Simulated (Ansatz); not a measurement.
A run of Ansatz 0.2.0 is set up as follows.

input.yaml

```yaml
crystal:
  lattice:
    - [0.0, 2.7940632177, 2.7940632177]
    - [2.7940632177, 0.0, 2.7940632177]
    - [2.7940632177, 2.7940632177, 0.0]
  atoms:
    - { symbol: Cl, position: [0.5, 0.5, 0.5] }
    - { symbol: Na, position: [0.0, 0.0, 0.0] }
kpoints:
  mp_grid: { grid: [8, 8, 8] }
scf:
  occupations: { method: fixed }
hamiltonian:
  xc: pbe
  pseudopotentials: { kind: all_electron, datasets: crystal }
output: {}
dielectric: {}
```

Potentials or basis: all-electron PAW datasets made for the crystal.

The run is started by

```console
$ ansatz run input.yaml --threads 1 --pin off --max-ram 3072MiB --backend cpu --events-out ev --progress --plain --runs-dir out
```

Task: What does it give for the electronic dielectric tensor (diagonal)?

Result: 2.53.

Task: What does it give for the Born charges (mean of the diagonal)?

Result: Cl -1.09; Na +1.09 e.

Task: Predict the band gap on the k mesh.

Result: 5.22 eV, direct.

Electronic dielectric tensor:
```
2.53 0.00 0.00
0.00 2.53 0.00
0.00 0.00 2.53
```

Caveat: the program warned that the printed levels may be off, so bands, gaps and densities of states are rough.

**The experiment to reproduce.**

A printed reference work, textbook reports, for a bulk crystal of NaCl at 80 K: high-frequency dielectric constant 2.34.

A measured high-frequency dielectric constant of NaCl is 2.34 (80 K; a printed reference work, textbook); the calculated 2.53 misses it by +8.3 %.
